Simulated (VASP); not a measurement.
# Ho (P6_3/mmc) in VASP: reference runs

Reference runs on Ho: the cell as given.

Everything below comes from runs of VASP 6.6.1. Logs are shortened: lines on timing, memory, paths and dates and some standing lists are left out, and cuts for length are marked.

## (1) The structure

Symmetry: P6_3/mmc, No. 194, hexagonal system. Conventional cell: a = 3.577 Å, b = 3.577 Å, c = 5.616 Å, α = 90.00°, β = 90.00°, γ = 120.00°. Around Ho (site symmetry -6m2) lie 12 Ho at 3.49 to 3.58 Å.

## (2) Single point, PBE, collinear spin, ferromagnetic start

Input file INCAR:

```
SYSTEM = Ho
  PREC = Accurate
  ENCUT = 520
  EDIFF = 1E-7
  ISMEAR = -1
  SIGMA = 0.05
  LREAL = .False.
  LASPH = .True.
  NELM = 120
  ALGO = Normal
  ISIF = 2
  LWAVE = .False.
  LCHARG = .False.
  ISPIN = 2
  MAGMOM = 4 4
  LORBIT = 11
  LMAXMIX = 6
  GGA = PE
  NBANDS = 32
```

Input file KPOINTS:

```
regular mesh
0
Gamma
  9 9 5
  0 0 0
```

Input file POSCAR:

```
Ho
1.0
    3.5773000000      0.0000000000      0.0000000000
   -1.7886500000      3.0980326770      0.0000000000
    0.0000000000      0.0000000000      5.6158000000
Ho
2
Direct
    0.6666666667      0.3333333333      0.7500000000
    0.3333333333      0.6666666667      0.2500000000
```

Potentials or basis: VASP PAW PBE potentials, release 64 (Ho).

On the command line:

```sh
$ cat potpaw_PBE.64/Ho/POTCAR > POTCAR
$ mpirun -np 1 vasp_std > vasp.out
```

OUTCAR:

```text
SYSTEM = Ho
   PREC = Accurate
   ENCUT = 520
   EDIFF = 1E-7
   ISMEAR = -1
   LREAL = .False.
   LASPH = .True.
   NELM = 120
   ISIF = 2
   ISPIN = 2
   LORBIT = 11
   GGA = PE

 ion  position               nearest neighbor table
   1  0.667  0.333  0.750-   2 3.49   2 3.49   2 3.49   2 3.49   2 3.49   2 3.49
   2  0.333  0.667  0.250-   1 3.49   1 3.49   1 3.49   1 3.49   1 3.49   1 3.49

  LATTYP: Found a hexagonal cell.
 ALAT       =     3.5773000000
 C/A-ratio  =     1.5698431778

  Lattice vectors:

 A1 = (   3.5773000000,   0.0000000000,   0.0000000000)
 A2 = (  -1.7886500000,   3.0980326770,   0.0000000000)
 A3 = (   0.0000000000,   0.0000000000,   5.6158000000)

Analysis of symmetry for initial positions (statically):
=====================================================================
 Subroutine PRICEL returns:
 Original cell was already a primitive cell.

 Routine SETGRP: Setting up the symmetry group for a
 hexagonal supercell.

 Subroutine GETGRP returns: Found 24 space group operations
 (whereof 12 operations were pure point group operations)
 out of a pool of 24 trial point group operations.

The static configuration has the point symmetry D_3d.
 The point group associated with its full space group is D_6h.

Analysis of symmetry for dynamics (positions and initial velocities):
=====================================================================
 Subroutine PRICEL returns:
 Original cell was already a primitive cell.

 Routine SETGRP: Setting up the symmetry group for a
 hexagonal supercell.

 Subroutine GETGRP returns: Found 24 space group operations
 (whereof 12 operations were pure point group operations)
 out of a pool of 24 trial point group operations.

The dynamic configuration has the point symmetry D_3d.
 The point group associated with its full space group is D_6h.

Analysis of structural, dynamic, and magnetic symmetry:
=====================================================================
 Subroutine PRICEL returns:
 Original cell was already a primitive cell.

 Routine SETGRP: Setting up the symmetry group for a
 hexagonal supercell.

 Subroutine GETGRP returns: Found 24 space group operations
 (whereof 12 operations were pure point group operations)
 out of a pool of 24 trial point group operations.

[... 119 lines left out ...]
   IMIX   =      4    mixing-type and parameters
     AMIX     =   0.40;   BMIX     =  1.00
     AMIX_MAG =   1.60;   BMIX_MAG =  1.00
  volume/ion in A,a.u.               =      31.12       210.00
  Fermi-wavevector in a.u.,A,eV,Ry     =   1.435953  2.713558 28.054688  2.061961
  Thomas-Fermi vector in A             =   2.555195
   LORBIT       =     11    0 simple, 1 ext, 2 COOP (PROOUT), +10 PAW based schemes
   GGA     = PE    functional components
   LHFCALC =     F    Hartree Fock is set to
   AEXX    =    0.0000 exact exchange contribution
   IVDW    =     0    specifies the selected vdW correction
   LEPSILON=     F    determine dielectric tensor
   LRPA    =     F    only Hartree local field effects (RPA)
 spin polarized calculation
  energy-cutoff  :      520.00
  volume of cell :       62.24
 maximum number of plane-waves:      1705
 NGX is ok and might be reduce to    28
   NGX = 13   NGY = 13   NGZ = 21

 number of electron      41.9999996 magnetization       7.2511268

 Free energy of the ion-electron system (eV)
  ---------------------------------------------------
  ext. energy  EPLUGINS =         0.00000000
  ---------------------------------------------------
  free energy    TOTEN  =       -12.99211774 eV

  energy without entropy =      -12.90240177  energy(sigma->0) =      -12.94725976

 E-fermi :   2.5999     XC(G=0): -10.1457

 val. band max:        2.5993022731   @ k =   0.2222   0.2222   0.2000
 cond. band min:       2.6010252107   @ k =   0.4444   0.1111   0.0000
 fundamental gap:      0.0017229376
 Fermi energy:         2.5998534516

 spin component 1

 k-point     1 :       0.0000    0.0000    0.0000
  band No.  band energies     occupation
      1     -45.5468      1.00000
      2     -45.4856      1.00000
      3     -21.0364      1.00000
      4     -20.3064      1.00000
      5     -20.2786      1.00000
      6     -20.2786      1.00000
[... 829 lines left out ...]
     31       8.2646      0.00000
     32       8.2654      0.00000

 [... further k-points ...]

 spin component 2

 k-point     1 :       0.0000    0.0000    0.0000
  band No.  band energies     occupation
      1     -43.9681      1.00000
      2     -43.8991      1.00000
      3     -19.9162      1.00000
      4     -19.1561      1.00000
      5     -19.1561      1.00000
      6     -19.1054      1.00000
[... 829 lines left out ...]
     31       8.8645      0.00000
     32       8.8646      0.00000

 [... further k-points ...]

------------------------ aborting loop because EDIFF is reached ----------------------------------------

  FORCE on cell =-STRESS in cart. coord.  units (eV):
  Direction    XX          YY          ZZ          XY          YZ          ZX
  --------------------------------------------------------------------------------------
  -------------------------------------------------------------------------------------
  Total        0.8884017      0.8884017      1.4445689      0.0000000     -0.0000000      0.0000000
  in kB       22.8700422     22.8700422     37.1874043      0.0000000     -0.0000000      0.0000000
  external PRESSURE =      27.6424962 kB  Pullay stress =       0.0000000 kB

 VOLUME and BASIS-vectors are now :
 -----------------------------------------------------------------------------
  energy-cutoff  :      520.00
  volume of cell :       62.24
      direct lattice vectors                 reciprocal lattice vectors
     3.577300000  0.000000000  0.000000000     0.279540436  0.161392746  0.000000000
    -1.788650000  3.098032677  0.000000000     0.000000000  0.322785491  0.000000000
     0.000000000  0.000000000  5.615800000     0.000000000  0.000000000  0.178069020

 POSITION                                       TOTAL-FORCE (eV/Angst)
 -----------------------------------------------------------------------------------
      1.78865      1.03268      4.21185         0.000000     -0.000000      0.000000
     -0.00000      2.06536      1.40395        -0.000000      0.000000     -0.000000
 -----------------------------------------------------------------------------------
    total drift:                               -0.000000      0.000000     -0.000000

  FREE ENERGIE OF THE ION-ELECTRON SYSTEM (eV)
  ---------------------------------------------------
  free  energy   TOTEN  =       -12.9921177409 eV

  energy  without entropy=      -12.9024017703  energy(sigma->0) =      -12.94725976

 total charge

# of ion       s       p       d       f       tot
--------------------------------------------------
    1        2.125   5.707   0.419  10.320  18.572
    2        2.125   5.707   0.419  10.320  18.572
--------------------------------------------------
tot          4.250  11.415   0.839  20.641  37.144

 magnetization (x)

# of ion       s       p       d       f       tot
--------------------------------------------------
    1        0.005  -0.020   0.051   3.455   3.490
    2        0.005  -0.020   0.051   3.455   3.490
--------------------------------------------------
tot          0.009  -0.040   0.102   6.909   6.981
```

stdout:

```text
POSCAR found type information on POSCAR Ho
 POSCAR found :  1 types and       2 ions
 scaLAPACK will be used
 LDA part: xc-table for (Slater+PW92), standard interpolation
 POSCAR, INCAR and KPOINTS ok, starting setup
 FFT: planning ... GRIDC
 FFT: planning ... GRID_SOFT
 FFT: planning ... GRID
 WAVECAR not read
 entering main loop
```

Run time: 6.9 min. Hardware: 1 thread of Intel Xeon Platinum 8488C (Sapphire Rapids), shared host; peak memory 0.27 GiB.

Results:

* Free energy: -12.9921 eV
* Pressure: 2.8 GPa
* Band gap on the k mesh: none (metal or under the smearing width)
* Net moment: 7.25 μB per cell
* Site moments: Ho +3.49 μB
* Valence electrons inside the program's atomic spheres: Ho 18.57

Stress tensor (GPa, compression positive):
```
2.29 0.00 0.00
0.00 2.29 0.00
0.00 0.00 3.72
```

Caveat: the magnetic or orbital state may not be the lowest; spin-orbit coupling is left out, which moves the levels of the heavy elements. The state reached can hang on the start; a lower one may exist.
